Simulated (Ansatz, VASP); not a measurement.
Given: the input of a run of Ansatz 0.2.0 on Re.

File input.yaml:

```yaml
crystal:
  lattice:
    - [2.8027914027, 0.0, 0.0]
    - [-1.4013957013, 2.4272885563, 0.0]
    - [0.0, 0.0, 9.0564750331]
  atoms:
    - { symbol: Re, position: [0.6666666667, 0.3333333333, 0.75] }
    - { symbol: Re, position: [0.0, 0.0, 0.5] }
    - { symbol: Re, position: [0.3333333333, 0.6666666667, 0.25] }
    - { symbol: Re, position: [0.0, 0.0, 0.0] }
kpoints:
  mp_grid: { grid: [11, 11, 3] }
scf:
  occupations: { method: fermi_dirac, width: 0.05 }
hamiltonian:
  xc: lda
  pseudopotentials: { kind: all_electron, lapw: { basis_error: 0.002 } }
output:
  forces: true
  stress: true
  eigenvalues: true
```

Potentials or basis: all-electron LAPW, scalar-relativistic.

Command:

```console
$ ansatz run input.yaml --threads 2 --pin off --max-ram 8192MiB --backend cpu --events-out ev --progress --plain --runs-dir out
```

Q: Translate it to VASP 6.6.1. Potentials there: VASP PAW LDA potentials, release 64 (Re).

A: As run (the cutoff follows the program's own potentials):

The input INCAR:

```
ALGO = Normal
EDIFF = 1E-6
ENCUT = 520
GGA = CA
ISIF = 2
ISMEAR = -1
LASPH = T
LCHARG = T
LELF = T
LREAL = F
LVHAR = T
LWAVE = F
NBANDS = 22
NELM = 80
PREC = Accurate
SIGMA = 0.05
```

KPOINTS

```
k-points
0
Gamma
  11 11 3
```

The input POSCAR:

```
Re
1.0
    2.8027914027      0.0000000000      0.0000000000
   -1.4013957013      2.4272885563      0.0000000000
    0.0000000000      0.0000000000      9.0564750331
Re
4
Direct
    0.6666666667      0.3333333333      0.7500000000
    0.0000000000      0.0000000000      0.5000000000
    0.3333333333      0.6666666667      0.2500000000
    0.0000000000      0.0000000000      0.0000000000
```

Potentials or basis: VASP PAW LDA potentials, release 64 (Re).

The run is started by

```sh
$ cat potpaw_LDA.64/Re/POTCAR > POTCAR
$ mpirun -np 1 vasp_std > vasp.out
```

Both were run:

|  | VASP | Ansatz | Ansatz less VASP |
| --- | --- | --- | --- |
| gap on the k mesh at the Fermi level (eV) | none | none | - |
| pressure (GPa) | -24.3 | -24.9 | -0.62 |
| largest component of the traceless stress (GPa) | 0.17 | 0.10 | -0.071 |

A gap of «none» marks a metal or a gap that the smearing closes. Ansatz ran all-electron here, so the differences hold the error of VASP's frozen core and of both bases.

Caveats: so large a pressure means that the cell lies far from this level's equilibrium, or that cutoff or potentials fall short (VASP). The runs have no spin-orbit coupling, so splittings on Re are missing.
